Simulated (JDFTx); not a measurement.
A run of JDFTx 1.7.0 (patched build) is set up as follows.

Ti.in

```
lattice \
    8.6310875383    -4.3155437692     0.0000000000 \
    0.0000000000     7.4747410705     0.0000000000 \
    0.0000000000     0.0000000000     5.3408276316
coords-type Lattice
ion Ti     0.6666666667     0.3333333333     0.5000000000 1
ion Ti     0.3333333333     0.6666666667     0.5000000000 1
ion Ti     0.0000000000     0.0000000000     0.0000000000 1

ion-species pseudo/Ti.upf
elec-cutoff 42 336
elec-ex-corr gga-PBE
kpoint-folding 7 7 9
elec-smearing Fermi 0.0018374661
elec-n-bands 25
electronic-SCF nIterations 100 energyDiffThreshold 1e-09
electronic-minimize nIterations 30 energyDiffThreshold 1e-7
converge-empty-states yes
forces-output-coords Cartesian

dump-name run.$VAR
dump End Ecomponents EigStats BandEigs Kpoints Forces Stress ElecDensity Dtot KEdensity
```

Potentials or basis: PseudoDojo-SR-PBE-0.5-standard.

Launch:

```bash
$ jdftx -c 1 -i Ti.in -o Ti.out
```

(1) What does it give for the band gap on the k mesh?

(2) Estimate the pressure.

Results:

(1) none (metal or under the smearing width).

(2) 0.9 GPa.

Caveat: the empty levels aren't tightly converged.
